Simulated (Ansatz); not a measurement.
KI in the CsCl-type structure, relaxed with r2SCAN: it is cubic, Pm-3m (No. 221); conventional cell a = 4.291 Å, 39.50 Å³ an atom. K has 8 I at 3.72 Å; I has 8 K at 3.72 Å. One-shot G0W0@r2SCAN in the plane-wave code Ansatz on a 4×4×4 mesh (contour deformation, no spin-orbit coupling), from an r2SCAN gap of 4.039 eV over the mesh points (the G0W0 gap is indirect on the mesh); the number N of bands summed and the screening cutoff rise together. All values are calculated for a non-magnetic cell, which may be hypothetical.

```
  N  cutoff (eV)  1000/N  G0W0 gap (eV)
192          100   5.208          5.539
446          180   2.242          5.644
```

Question: Lay a straight line in 1000/N through these rows.

Answer: The slope is -0.0354 eV per unit of 1000/N and the intercept 5.723 eV.

Question: Predict the gap at N = 853 (260 eV).

Answer: 5.723 + (-0.0354) × 1.172 = 5.682 eV; the run gives 5.664 eV, -0.018 eV from the line.

Question: With that run's result added, what limit do the last two rows suggest?

Answer: Their slope is (5.664 − 5.644)/(1.172 − 2.242) = -0.0187, which meets 1/N = 0 at 5.69 eV, against 5.723 eV from the first line. The slope flattens, so the first line overshoots; the k mesh isn't extrapolated.

No spin-orbit coupling is included; it can move band edges with weight on the heavy atoms by tenths of an eV.
